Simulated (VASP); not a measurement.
# From VASP inputs to Ansatz: Si (strained diamond)

INCAR

```
NELM = 120
LCHARG = .FALSE.
ISMEAR = 0
NSW = 0
ALGO = Normal
LREAL = .FALSE.
ISIF = 2
PREC = Accurate
ENCUT = 520
EDIFF = 1E-7
LWAVE = .FALSE.
NBANDS = 11
IBRION = -1
SIGMA = 0.01
LASPH = .TRUE.
METAGGA = R2SCAN
```

KPOINTS

```
KPOINTS created by Atomic Simulation Environment
0
Gamma
8 8 8
0 0 0
```

KPOINTS_OPT

```
special points
7
Reciprocal
0.0000000000 0.0000000000 0.0000000000 1
0.5000000000 0.0000000000 0.5000000000 1
0.6250000000 0.2500000000 0.6250000000 1
0.3750000000 0.3750000000 0.7500000000 1
0.5000000000 0.5000000000 0.5000000000 1
0.5000000000 0.2500000000 0.7500000000 1
0.0000000000 0.4218750000 0.4218750000 1
```

POSCAR

```
Si
 1.0000000000000000
     0.0000000000000000    2.7085083012000002    2.7085083012000002
     2.7085083012000002    0.0000000000000000    2.7085083012000002
     2.7085083012000002    2.7085083012000002    0.0000000000000000
 Si
   2
Cartesian
  0.0000000000000000  0.0000000000000000  0.0000000000000000
  1.3542541506000001  1.3542541506000001  1.3542541506000001
```

VASP ran with the recommended PBE PAW datasets (8 valence electrons in the cell).

Problem. Write an Ansatz input for this cell and level of theory.

Solution. 

```yaml
crystal:
  lattice:
    - [0.0, 2.7085083012, 2.7085083012]
    - [2.7085083012, 0.0, 2.7085083012]
    - [2.7085083012, 2.7085083012, 0.0]
  atoms:
    - { symbol: Si, position: [0.0, 0.0, 0.0] }
    - { symbol: Si, position: [0.25, 0.25, 0.25] }
kpoints:
  mp_grid: { grid: [8, 8, 8] }
  band_path:
    path:
      - [0.0, 0.0, 0.0]
      - [0.5, 0.0, 0.5]
      - [0.625, 0.25, 0.625]
      - [0.375, 0.375, 0.75]
      - [0.5, 0.5, 0.5]
      - [0.5, 0.25, 0.75]
      - [0.0, 0.421875, 0.421875]
    npoints: 1
hamiltonian:
  xc: r2scan
scf:
  occupations: { method: fixed }
  n_extra_bands: 4
output:
  forces: true
  stress: true
  eigenvalues: true
```

Other inputs would serve too.

```json
{"": "gap between bands v and c", "VASP": "0.76 eV", "Ansatz": "0.74 eV"}
{"": "least direct gap", "VASP": "2.76 eV", "Ansatz": "2.75 eV"}
{"": "pressure", "VASP": "1.3 GPa", "Ansatz": "1.5 GPa"}
```

Each program uses its own PAW datasets. VASP's cell holds 8 valence electrons and Ansatz's 8. Ansatz's stress includes a Pulay correction; VASP's doesn't.
